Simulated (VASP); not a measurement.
# ScAlN2 (I4_1/amd) in VASP: notebook

The runs below take ScAlN2 through single point, with PBE.

Everything below comes from runs of VASP 6.6.1. Logs are shortened: lines on timing, memory, paths and dates and some standing lists are left out, and cuts for length are marked.

## (1) The structure

It takes space group I4_1/amd (No. 141, tetragonal). Conventional cell: a = 4.399 Å, b = 4.399 Å, c = 8.397 Å, α = 90.00°, β = 90.00°, γ = 90.00°. Sc (site symmetry -4m2) is surrounded by 6 N at 2.20 Å. Al (site symmetry -4m2) has 6 N at 1.99 to 2.20 Å as nearest neighbours. Around N (site symmetry 2mm) lie 3 Al at 1.99 to 2.20 Å and 3 Sc at 2.20 Å.

The cell comes from a database or a generator and needn't be the stable form of this composition.

## (2) Single point, PBE

File INCAR:

```
PREC     = Normal         # precision mode
ENCUT    = 460            # plane-wave cutoff, eV
EDIFF    = 1E-7           # SCF threshold, eV
ISMEAR   = 0              # smearing method
SIGMA    = 0.05           # smearing width, eV
LREAL    = False          # projectors in reciprocal space
LASPH    = True           # aspherical terms in the spheres
NELM     = 100            # most SCF steps
ALGO     = Normal         # electronic algorithm
ISIF     = 2              # what is computed and relaxed
LWAVE    = False          # write WAVECAR
LCHARG   = False          # write CHGCAR
GGA      = PE             # functional
ADDGRID  = False
```

File KPOINTS:

```
regular mesh
0
Gamma
  4 4 4
```

File POSCAR:

```
ScAlN2
1.0
   -2.1994840000      2.1994840000      4.1986215000
    2.1994840000     -2.1994840000      4.1986215000
    2.1994840000      2.1994840000     -4.1986215000
Sc Al N
2 2 4
Direct
    0.0000000000      0.0000000000      0.0000000000
    0.7500000000      0.2500000000      0.5000000000
    0.5000000000      0.5000000000      0.0000000000
    0.2500000000      0.7500000000      0.5000000000
    0.7375140000      0.7375140000      0.0000000000
    0.0124860000      0.5124860000      0.5000000000
    0.2624860000      0.2624860000      0.0000000000
    0.4875140000      0.9875140000      0.5000000000
```

Potentials or basis: VASP PAW PBE potentials, release 64 (Sc_sv, Al, N).

Launch:

```sh
$ cat potpaw_PBE.64/Sc_sv/POTCAR potpaw_PBE.64/Al/POTCAR potpaw_PBE.64/N/POTCAR > POTCAR
$ mpirun -np 1 vasp_std > vasp.out
```

OUTCAR:

```text
PREC = Normal
   ENCUT = 460
   EDIFF = 1E-7
   ISMEAR = 0
   LREAL = False
   LASPH = True
   NELM = 100
   ISIF = 2
   GGA = PE

 Found     13 irreducible k-points:

 Following reciprocal coordinates:
            Coordinates               Weight
  0.000000  0.000000  0.000000      1.000000
  0.250000  0.000000  0.000000      8.000000
  0.500000  0.000000  0.000000      4.000000
  0.250000  0.250000  0.000000      8.000000
  0.500000  0.250000  0.000000     16.000000
 -0.250000  0.250000  0.000000      4.000000
   k-points           NKPTS =     13   k-points in BZ     NKDIM =     13   number of bands    NBANDS=     29
   number of dos      NEDOS =    301   number of ions     NIONS =      8
   total plane-waves  NPLWV =  21952
   dimension x,y,z NGX =    28 NGY =   28 NGZ =   28
   dimension x,y,z NGXF=    56 NGYF=   56 NGZF=   56
   ions per type =               2   2   4
   NGX,Y,Z   is equivalent  to a cutoff of   8.91,  8.91,  8.91 a.u.
   NGXF,Y,Z  is equivalent  to a cutoff of  17.82, 17.82, 17.82 a.u.
 SYSTEM =  unknown system
   PREC   = normal    normal or accurate (medium, high low for compatibility)
   ISTART =      0    job   : 0-new  1-cont  2-samecut
   ICHARG =      2    charge: 1-file 2-atom 10-const
   ISPIN  =      1    spin polarized calculation?
   LNONCOLLINEAR =      F non collinear calculations
   LSORBIT =      F    spin-orbit coupling
   LASPH  =      T    aspherical Exc in radial PAW
   ENCUT  =  460.0 eV  33.81 Ry    5.81 a.u.   9.14  9.14  9.14*2*pi/ulx,y,z
   NELM   =    100;   NELMIN=  2; NELMDL= -5     # of ELM steps
   EDIFF  = 0.1E-06   stopping-criterion for ELM
   LREAL  =      F    real-space projection
   EDIFFG = 0.1E-05   stopping-criterion for IOM
   NSW    =      0    number of steps for IOM
   IBRION =     -1    ionic relax: 0-MD 1-quasi-New 2-CG
   NFREE  =      0    steps in history (QN), initial steepest desc. (CG)
   ISIF   =      2    stress and relaxation
   ISYM   =      2    0-nonsym 1-usesym 2-fastsym
   POTIM  = 0.5000    time-step for ionic-motion
   TEBEG  =    0.0;   TEEND  =   0.0 temperature during run
   PSTRESS=    0.0 pullay stress
   NELECT =      48.0000    total number of electrons
   NUPDOWN=      -1.0000    fix difference up-down
   EMIN   =  10.00;   EMAX   =-10.00  energy-range for DOS
   EFERMI =   0.00;   METHOD = LEGACY
   ISMEAR =     0;   SIGMA  =   0.05  broadening in eV -4-tet -1-fermi 0-gaus
   EFERMI_NEDOS =   21; number of points for ismear=-14 and -15
   IALGO  =     38    algorithm
   IMIX   =      4    mixing-type and parameters
     AMIX     =   0.40;   BMIX     =  1.00
     AMIX_MAG =   1.60;   BMIX_MAG =  1.00
  volume/ion in A,a.u.               =      10.16        68.54
  Fermi-wavevector in a.u.,A,eV,Ry     =   1.373681  2.595880 25.674176  1.886999
  Thomas-Fermi vector in A             =   2.499176
   LORBIT       =      0    0 simple, 1 ext, 2 COOP (PROOUT), +10 PAW based schemes
   GGA     = PE    functional components
   LHFCALC =     F    Hartree Fock is set to
   AEXX    =    0.0000 exact exchange contribution
   IVDW    =     0    specifies the selected vdW correction
   LEPSILON=     F    determine dielectric tensor
   LRPA    =     F    only Hartree local field effects (RPA)
 non-spin polarized calculation
 Gauss-broadening in eV      SIGMA  =   0.05
  energy-cutoff  :      460.00
  volume of cell :       81.25
 maximum number of plane-waves:      1854
   NGX = 19   NGY = 19   NGZ = 19

 number of electron      47.9999972 magnetization

 Free energy of the ion-electron system (eV)
  ---------------------------------------------------
  ext. energy  EPLUGINS =         0.00000000
  ---------------------------------------------------
  free energy    TOTEN  =       -64.85517877 eV

  energy without entropy =      -64.85517877  energy(sigma->0) =      -64.85517877

 E-fermi :   7.5301     XC(G=0): -11.9278

 val. band max:        7.2645522781   @ k =   0.0000   0.0000   0.0000
 cond. band min:       8.2164499726   @ k =   0.5000   0.5000   0.5000
 fundamental gap:      0.9518976946
 Fermi energy:         7.5301093373

 k-point     1 :       0.0000    0.0000    0.0000
  band No.  band energies     occupation
      1     -40.9252      2.00000
      2     -40.8191      2.00000
      3     -19.8274      2.00000
      4     -19.6748      2.00000
      5     -19.6748      2.00000
      6     -19.5176      2.00000
      7     -19.5176      2.00000
      8     -19.4612      2.00000
      9      -8.2806      2.00000
     10      -5.8558      2.00000
     11      -5.7311      2.00000
     12      -5.6310      2.00000
     13       2.5401      2.00000
     14       2.6713      2.00000
     15       2.6713      2.00000
     16       3.2148      2.00000
     17       3.2697      2.00000
     18       3.2697      2.00000
     19       4.0505      2.00000
     20       6.0628      2.00000
     21       6.0628      2.00000
     22       6.8144      2.00000
     23       7.2645      2.00000
     24       7.2646      2.00000
     25       8.3128      0.00000
     26      10.1010      0.00000
     27      10.1010      0.00000
     28      11.0368      0.00000
     29      11.1313      0.00000

 k-point     2 :       0.2500    0.0000    0.0000
  band No.  band energies     occupation
      1     -40.9138      2.00000
      2     -40.8300      2.00000
      3     -19.8332      2.00000
      4     -19.7317      2.00000
      5     -19.6888      2.00000
      6     -19.5175      2.00000
      7     -19.5015      2.00000
      8     -19.4447      2.00000
      9      -7.8255      2.00000
     10      -6.0594      2.00000
     11      -5.8609      2.00000
     12      -5.4103      2.00000
     13       1.8057      2.00000
     14       2.3796      2.00000
     15       2.4963      2.00000
     16       2.5862      2.00000
     17       3.6876      2.00000
     18       4.5124      2.00000
     19       4.9081      2.00000
     20       5.2955      2.00000
     21       5.3698      2.00000
     22       5.5835      2.00000
     23       6.5591      2.00000
     24       6.7391      2.00000
     25       9.5948      0.00000
     26       9.8792      0.00000
     27      10.3163      0.00000
     28      11.5291      0.00000
     29      11.8080      0.00000

 k-point     3 :       0.5000    0.0000    0.0000
  band No.  band energies     occupation
      1     -40.8981      2.00000
      2     -40.8452      2.00000
      3     -19.8399      2.00000
      4     -19.7861      2.00000
      5     -19.7005      2.00000
      6     -19.5038      2.00000
      7     -19.4875      2.00000
      8     -19.4423      2.00000
      9      -6.8513      2.00000
     10      -6.6963      2.00000
     11      -6.1182      2.00000
     12      -5.1719      2.00000
     13       1.7943      2.00000
     14       2.1918      2.00000
     15       2.5140      2.00000
     16       2.7866      2.00000
     17       3.1863      2.00000
     18       4.0124      2.00000
     19       4.4203      2.00000
     20       4.7334      2.00000
     21       5.6258      2.00000
     22       5.9438      2.00000
     23       6.1218      2.00000
     24       6.2583      2.00000
     25       9.5690      0.00000
     26      11.1271      0.00000
     27      11.2273      0.00000
     28      11.7489      0.00000
     29      11.8334      0.00000

 k-point     4 :       0.2500    0.2500    0.0000
  band No.  band energies     occupation
      1     -40.8981      2.00000
      2     -40.8451      2.00000
      3     -19.8264      2.00000
      4     -19.7976      2.00000
      5     -19.6872      2.00000
      6     -19.5519      2.00000
      7     -19.4548      2.00000
      8     -19.4416      2.00000
      9      -7.2396      2.00000
     10      -6.2160      2.00000
     11      -5.8574      2.00000
     12      -5.5089      2.00000
     13       1.0389      2.00000
     14       1.7961      2.00000
     15       2.6139      2.00000
     16       3.7525      2.00000
     17       3.8339      2.00000
     18       4.0266      2.00000
     19       4.6904      2.00000
     20       5.2341      2.00000
     21       5.3104      2.00000
     22       5.3569      2.00000
     23       6.0683      2.00000
     24       6.2207      2.00000
     25       9.7712      0.00000
     26      10.1453      0.00000
     27      10.4735      0.00000
     28      11.5347      0.00000
     29      12.1626      0.00000

 k-point     5 :       0.5000    0.2500    0.0000
  band No.  band energies     occupation
      1     -40.8900      2.00000
      2     -40.8526      2.00000
      3     -19.8592      2.00000
      4     -19.8174      2.00000
      5     -19.6734      2.00000
      6     -19.5836      2.00000
      7     -19.4473      2.00000
      8     -19.4165      2.00000
      9      -6.7317      2.00000
     10      -6.2265      2.00000
     11      -5.9777      2.00000
     12      -5.4276      2.00000
     13       0.5968      2.00000
     14       1.3042      2.00000
     15       2.8889      2.00000
     16       3.2385      2.00000
     17       3.7826      2.00000
     18       4.2656      2.00000
     19       4.5711      2.00000
     20       4.7311      2.00000
     21       5.0935      2.00000
     22       5.7139      2.00000
     23       5.8360      2.00000
     24       5.8930      2.00000
     25      10.0718      0.00000
     26      11.3269      0.00000
     27      11.3647      0.00000
     28      11.8352      0.00000
     29      11.8544      0.00000

 k-point     6 :      -0.2500    0.2500    0.0000
  band No.  band energies     occupation
      1     -40.9091      2.00000
      2     -40.8341      2.00000
      3     -19.8539      2.00000
      4     -19.7693      2.00000
      5     -19.6708      2.00000
      6     -19.5681      2.00000
      7     -19.4787      2.00000
      8     -19.4148      2.00000
      9      -7.5789      2.00000
     10      -5.8193      2.00000
     11      -5.6809      2.00000
     12      -5.6119      2.00000
     13       0.7198      2.00000
     14       1.5381      2.00000
     15       2.9191      2.00000
     16       3.8219      2.00000
     17       3.9812      2.00000
     18       4.2151      2.00000
     19       4.7002      2.00000
     20       4.8012      2.00000
     21       5.2665      2.00000
     22       5.3766      2.00000
     23       5.8737      2.00000
     24       6.3794      2.00000
     25      10.1775      0.00000
     26      10.5138      0.00000
     27      10.5727      0.00000
     28      11.3935      0.00000
     29      12.0263      0.00000

 [... further k-points ...]

------------------------ aborting loop because EDIFF is reached ----------------------------------------

  FORCE on cell =-STRESS in cart. coord.  units (eV):
  Direction    XX          YY          ZZ          XY          YZ          ZX
  --------------------------------------------------------------------------------------
  -------------------------------------------------------------------------------------
  Total       -0.2621815     -0.2621815     -0.2656021      0.0000000      0.0000000      0.0000000
  in kB       -5.1701642     -5.1701642     -5.2376176      0.0000000      0.0000000      0.0000000
  external PRESSURE =      -5.1926487 kB  Pullay stress =       0.0000000 kB

 VOLUME and BASIS-vectors are now :
 -----------------------------------------------------------------------------
  energy-cutoff  :      460.00
  volume of cell :       81.25
      direct lattice vectors                 reciprocal lattice vectors
    -2.199484000  2.199484000  4.198621500     0.000000000  0.227326046  0.119086705
     2.199484000 -2.199484000  4.198621500     0.227326046  0.000000000  0.119086705
     2.199484000  2.199484000 -4.198621500     0.227326046  0.227326046  0.000000000

 POSITION                                       TOTAL-FORCE (eV/Angst)
 -----------------------------------------------------------------------------------
      0.00000      0.00000      0.00000        -0.000000     -0.000000      0.000000
      0.00000      2.19948      2.09931        -0.000000     -0.000000     -0.000000
      0.00000      0.00000      4.19862        -0.000000     -0.000000      0.000000
      2.19948      0.00000      2.09931        -0.000000     -0.000000     -0.000000
      0.00000      0.00000      6.19308         0.000000     -0.000000     -0.000832
      2.19948      0.00000      0.10485        -0.000000      0.000000      0.000832
      0.00000      0.00000      2.20416         0.000000     -0.000000      0.000832
      2.19948      0.00000      4.09377        -0.000000      0.000000     -0.000832
 -----------------------------------------------------------------------------------
    total drift:                                0.000000      0.000000     -0.000000

  FREE ENERGIE OF THE ION-ELECTRON SYSTEM (eV)
  ---------------------------------------------------
  free  energy   TOTEN  =       -64.8551787682 eV

  energy  without entropy=      -64.8551787682  energy(sigma->0) =      -64.85517877
```

Wall time 25 s (1 thread of AMD EPYC 7R13 (Zen 3), shared host); peak memory 0.13 GiB.

These settings aren't checked as converged: the numbers below hold their error.

Results:

- Free energy: -64.8552 eV
- Pressure: -0.5 GPa
- Band gap on the k mesh: 0.95 eV, indirect (least direct gap 1.05 eV)

Caveat: the k mesh is coarse (spacing up to 0.50 Å⁻¹), so the values aren't converged; the cutoff is under 1.25 times the usual one of these potentials, so pressure, stress and relaxed cells hold a basis-set (Pulay) error.

## (3) Single point, PBE

Edit INCAR of step 2 so:

```diff
@@ -1,4 +1,4 @@
-PREC     = Normal         # precision mode
+PREC     = Accurate       # precision mode
 ENCUT    = 460            # plane-wave cutoff, eV
-EDIFF    = 1E-7           # SCF threshold, eV
+EDIFF    = 0.01           # SCF threshold, eV
 ISMEAR   = 0              # smearing method
```

KPOINTS is that of step 2.

POSCAR is that of step 2.

Potentials or basis: VASP PAW PBE potentials, release 64 (Sc_sv, Al, N).

Launch:

```sh
$ cat potpaw_PBE.64/Sc_sv/POTCAR potpaw_PBE.64/Al/POTCAR potpaw_PBE.64/N/POTCAR > POTCAR
$ mpirun -np 1 vasp_std > vasp.out
```

It took 34 s on 1 thread of AMD EPYC 7R13 (Zen 3), shared host; peak memory 0.2 GiB.

The run converged, but some of its settings lie outside the range that counts as converged, so its numbers aren't taken as properties of the crystal.

Results:

| Item | Value |
| --- | --- |
| Free energy | -64.8531 eV |
| Pressure | 0.2 GPa |
| Largest force | 0.041 eV/Å |
| Band gap on the k mesh | 0.96 eV, indirect (least direct gap 1.05 eV) |

Caveat: the k mesh is coarse (spacing up to 0.50 Å⁻¹), so the values aren't converged; the cutoff is under 1.25 times the usual one of these potentials, so pressure, stress and relaxed cells hold a basis-set (Pulay) error.

(Part 1 of 2 ends here.)
